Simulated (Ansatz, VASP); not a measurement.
# One calculation of Ag, two programs

Contents of INCAR:

```
ALGO = Normal
EDIFF = 1E-7
ENCUT = 520
ISIF = 2
ISMEAR = -1
LASPH = True
LCHARG = False
LREAL = False
LWAVE = False
NBANDS = 12
NELM = 100
PREC = Accurate
SIGMA = 0.05
```

Contents of KPOINTS:

```
k-points
0
Gamma
  15 15 15
```

The input POSCAR:

```
Ag
1.0
    0.0000000000      1.9818070000      2.0431000000
    1.9818070000      0.0000000000      2.0431000000
    1.9818070000      1.9818070000      0.0000000000
Ag
1
Direct
    0.0000000000      0.0000000000      0.0000000000
```

Input for Ansatz:

```yaml
crystal:
  lattice:
    - [0.0, 1.981807, 2.0431]
    - [1.981807, 0.0, 2.0431]
    - [1.981807, 1.981807, 0.0]
  atoms:
    - { symbol: Ag, position: [0.0, 0.0, 0.0] }
kpoints:
  mp_grid: { grid: [15, 15, 15] }
  band_path:
    path:
      - [0.0, 0.0, 0.0]
      - [0.0, 0.5, 0.5]
      - [0.25, 0.75, 0.5]
      - [0.0, 0.5, 0.0]
      - [0.0, 0.0, 0.0]
      - [0.5, 0.5, 0.0]
      - [0.3676125, 0.6323875, 0.0]
      - [-0.3676125, 0.3676125, 0.0]
      - [0.0, 0.0, 0.0]
    npoints: 5
scf:
  occupations: { method: fermi_dirac, width: 0.05 }
hamiltonian:
  xc: lda
  pseudopotentials: { kind: all_electron, lapw: { basis_error: 0.001 } }
output:
  forces: true
  stress: true
  eigenvalues: true
```

Change from the starting cell: equal xx and yy strain of -3 %.

Alike in both runs: task single point; functional LDA; k mesh 15 × 15 × 15; occupations fermi-dirac, width 0.05 eV; no spin polarisation.

```csv
,VASP,Ansatz
version,VASP 6.6.1,Ansatz 0.2.0
potentials or method,"VASP PAW LDA potentials, release 64 (Ag)","all-electron LAPW, scalar-relativistic"
plane-wave cutoff (eV),520,see its input
```

```csv
,VASP,Ansatz,Ansatz less VASP
pressure (GPa),-0.2,-0.4,-0.14
largest component of the traceless stress (GPa),0.83,0.85,+0.017
```

Ansatz ran all-electron here, so the differences hold the error of VASP's frozen core and of both bases.
